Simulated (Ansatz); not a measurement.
Wanted: the native input for an Ansatz 0.2.0 run.

- Task: relaxation of cell and atoms
- Functional: PBEsol
- Potentials or basis: Ansatz PAW
- Cutoff: 420 eV (not typed: the program's choice for these potentials)
- k mesh: 11 × 11 × 11
- Occupations: fermi-dirac, width 0.05 eV
- Spin: no spin polarisation
- Target pressure: 5 GPa
- Target pressure (GPa): 5

Crystal: NbAs.

```
Nb As
1.0
    -1.72585    1.72585    5.84000
     1.72585   -1.72585    5.84000
     1.72585    1.72585   -5.84000
Nb As
2 2
Cartesian
  0.0000 1.7259 0.0000
  0.0000 0.0000 8.7600
  0.0000 1.7259 4.8589
  0.0000 0.0000 1.9389
```

These files were run (other wordings do the same):

input.yaml

```yaml
crystal:
  lattice:
    - [-1.72585, 1.72585, 5.84]
    - [1.72585, -1.72585, 5.84]
    - [1.72585, 1.72585, -5.84]
  atoms:
    - { symbol: Nb, position: [0.5, 0.0, 0.5] }
    - { symbol: Nb, position: [0.75, 0.75, 0.0] }
    - { symbol: As, position: [0.916, 0.416, 0.5] }
    - { symbol: As, position: [0.166, 0.166, 0.0] }
hamiltonian:
  xc: pbesol
  pseudopotentials: { kind: paw }
kpoints:
  mp_grid: { grid: [11, 11, 11] }
scf:
  occupations: { method: fermi_dirac, width: 0.05 }
output:
  forces: true
  stress: true
  eigenvalues: true
  write_density: true
  write_potential: true
  elf: true
  volumetric_format: npy
relax:
  f_tol: 0.01
  max_steps: 40
  cell: { stress_tol: 0.05, p_target: 5.0 }
```

Potentials or basis: Ansatz PAW.

Run with:

```bash
$ ansatz run input.yaml --threads 2 --pin off --max-ram 5632MiB --backend cpu --events-out ev --progress --plain --runs-dir out
```

It gave:

| Quantity | Value |
| --- | --- |
| Relaxed volume | 16.69 Å³/atom |
| Relaxed cell | a = 6.213 Å, b = 6.213 Å, c = 6.213 Å, α = 148.10°, β = 148.10°, γ = 45.74° |
| Space group after relaxing (to 0.05 Å) | I4_1md (No. 109) |
| Energy change on relaxing (the enthalpy is what falls) | +3.1 meV/atom |
| Ionic steps | 4 |
| Pressure after relaxing | 5.0 GPa |
| Band gap on the k mesh | 0.06 eV, indirect (least direct gap 0.08 eV) |

Caveat: odd divisions of the mesh miss points on the zone boundary, where band edges often lie, so the gap on the mesh can be too wide; the plane-wave basis is chosen anew once the cell has moved, so the energies of steps on either side of that aren't comparable; the PAW data sets come from PBE, with cores solved anew for the run's functional, which leaves a small shift of forces and pressure.

Run time: 82 s on 2 threads of Intel(R) Xeon(R) Platinum 8259CL CPU @ 2.50GHz (Skylake/Cascade Lake), on a shared host, peak memory 0.59 GiB.
